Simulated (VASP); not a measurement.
Set up this calculation in VASP 6.6.1, as the native input.

* Task: relaxation of cell and atoms
* Functional: PBE
* Potentials or basis: VASP PAW PBE potentials, release 64 (Mo_sv_GW, Se_GW)
* Cutoff: 630 eV
* k mesh: 9 × 9 × 2
* Occupations: fermi-dirac, width 0.05 eV
* Spin: no spin polarisation
* Further INCAR settings: ALGO = Normal; EDIFF = 1e-06; IBRION = 2; EDIFFG = -0.02; NSW = 60; ISIF = 3

The structure of MoSe2 lies in POSCAR:

```
MoSe2
1.0
    3.2880000000      0.0000000000      0.0000000000
   -1.6440000000      2.8474915276      0.0000000000
    0.0000000000      0.0000000000     12.9000000000
Mo Se
2 4
Direct
    0.6666666667      0.3333333333      0.7500000000
    0.3333333333      0.6666666667      0.2500000000
    0.6666666667      0.3333333333      0.3750000000
    0.3333333333      0.6666666667      0.8750000000
    0.6666666667      0.3333333333      0.1250000000
    0.3333333333      0.6666666667      0.6250000000
```

One way to write it, as run:

INCAR

```
SYSTEM = MoSe2
ALGO     = Normal         ! electronic algorithm
EDIFF    = 1E-6           ! SCF threshold, eV
EDIFFG   = -0.02          ! ionic threshold
ENCUT    = 630            ! plane-wave cutoff, eV
GGA      = PE             ! functional
IBRION   = 2              ! ionic algorithm
ISIF     = 3              ! what is computed and relaxed
ISMEAR   = -1             ! smearing method
LASPH    = .TRUE.         ! aspherical terms in the spheres
LCHARG   = .FALSE.        ! write CHGCAR
LREAL    = .FALSE.        ! projectors in reciprocal space
LWAVE    = .FALSE.        ! write WAVECAR
NELM     = 100            ! most SCF steps
NSW      = 60             ! ionic steps
PREC     = Accurate       ! precision mode
SIGMA    = 0.05           ! smearing width, eV
```

KPOINTS

```
k-points
0
G
  9 9 2
  0 0 0
```

Potentials or basis: VASP PAW PBE potentials, release 64 (Mo_sv_GW, Se_GW).

Run with:

```console
$ cat potpaw_PBE.64/Mo_sv_GW/POTCAR potpaw_PBE.64/Se_GW/POTCAR > POTCAR
$ mpirun -np 1 vasp_std > vasp.out
```

Results of the run:

```yaml
Relaxed_volume: 22.38 Å³/atom
Relaxed_cell: a = 3.319 Å, b = 3.319 Å, c = 14.080 Å, α = 90.00°, β = 90.00°, γ = 120.00°
Space_group_after_relaxing_to_0.05_Å: P6_3/mmc (No. 194)
Energy_gained_by_relaxing: 38.9 meV/atom
Ionic_steps: 17
Pressure_after_relaxing: 0.1 GPa
Band_gap_on_the_k_mesh: 1.27 eV, indirect (least direct gap 1.41 eV)
```

Caveat: an odd mesh through Γ misses points on the zone boundary, where band edges often lie; this functional lacks dispersion, which binds the layers, so the pressure and a relaxed spacing across them are unreliable; the volume moved by +11 % from the deposited cell, more than functionals usually miss.

Run time: 17 min on 1 thread of AMD EPYC 9R45 96-Core Processor (Zen 5), with other jobs on the host, peak memory 0.34 GiB.
